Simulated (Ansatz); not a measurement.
Computed with Ansatz on PBE0-D4/def2-TZVP structures; ΔE is electronic, products minus reactants. CBS: MP2 limit from def2 TZ/QZ plus the TZ coupled-cluster correction, frozen cores. DFT in def2-TZVPP. One conformer a species, not always the lowest.

`Cc1cccs1` + `CCCCO` → `CCCCCO` + `c1ccsc1`  (formal exchange of groups at a C–C bond)

```json
{"level": "r2SCAN-D4", "ΔE (kJ/mol)": "13.3"}
{"level": "CAM-B3LYP-D4", "ΔE (kJ/mol)": "12.6"}
{"level": "B2PLYP", "ΔE (kJ/mol)": "13.2"}
{"level": "BLYP", "ΔE (kJ/mol)": "14.6"}
{"level": "PBE0", "ΔE (kJ/mol)": "13.8"}
{"level": "CCSD(T)/def2-SVP", "ΔE (kJ/mol)": "12.0"}
{"level": "SCS-MP2/def2-TZVPP", "ΔE (kJ/mol)": "12.8"}
{"level": "HF/CBS(def2)", "ΔE (kJ/mol)": "14.3"}
```

Task: What does CCSD(T)/CBS give? (An estimate is asked.)

Result: Computed: +11.1 kJ/mol. The listed levels differ from it by 2.2, 1.5, 2.1, 3.5, 2.7, 0.9, 1.7, 3.2 kJ/mol.

Largest T1 diagnostic among the species: 0.013.

Leaving LDA and LC-ωPBE aside and taking each functional with its dispersion term where it has one, the values, not all of them listed here, spread over 3.5 kJ/mol, from ωB97M-V to BLYP-D4.

CCSD(T)/CBS has its own doubt, a few kJ/mol and more with outer-core shells, so smaller differences from it don't rank the levels.
